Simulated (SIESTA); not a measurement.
Runs of SIESTA 5.4.2 on ZnS. Symmetry: F-43m, No. 216, cubic system. The conventional cell has a = 5.404 Å, b = 5.404 Å, c = 5.404 Å, α = 90.00°, β = 90.00°, γ = 90.00°. Zn (site symmetry -43m) has 4 S at 2.34 Å as nearest neighbours. S (site symmetry -43m) is surrounded by 4 Zn at 2.34 Å. 

| task | potentials or basis | k mesh | broadening (eV) | window to (eV) | optical mesh offset | gap on the mesh (eV) | pressure (GPa) |
| --- | --- | --- | --- | --- | --- | --- | --- |
| optical spectrum | PseudoDojo 0.4 standard (PBE files), DZP (energy shift 0.003 Ry; two zetas on semicore shells) | 7 × 7 × 7 | 0.3 eV | 40 eV | true | 2.49 | 2.5 |
| single point | PseudoDojo 0.4 standard (PBE files), SZP (energy shift 0.003 Ry) | 9 × 9 × 9 | - | - | - | 4.05 | (a) |
| single point | PseudoDojo 0.4 standard (PBE files), TZP (energy shift 0.003 Ry; two zetas on semicore shells) | 9 × 9 × 9 | - | - | - | 2.38 | 2.6 |
| single point | PseudoDojo 0.4 standard (PBE files), DZP (energy shift 0.003 Ry; two zetas on semicore shells) | 9 × 9 × 9 | - | - | - | 2.49 | 2.5 |

Alike in all rows: level PBE; no spin polarisation; cell as given; smearing fermi-dirac 0.05 eV; grid cutoff 800 Ry; energy shift 0.003 Ry.

Estimate the missing entries.

(a) 0.6.

Caveats: short orbitals over semicore shells can move pressures by several GPa; the valence orbitals were made in a potential fitted to the semicore shell under them, which widens gaps by tenths of an eV or more; an odd mesh through Γ misses points on the zone boundary, where band edges often lie; the basis of atomic orbitals isn't converged, which shifts pressures, moduli and gaps; the basis holds too few empty states to meet the f-sum rule, so the spectrum is short of weight at high energy (some runs); spectra need much finer meshes, so this one isn't converged (some runs); independent-particle spectra lack excitons (some runs).
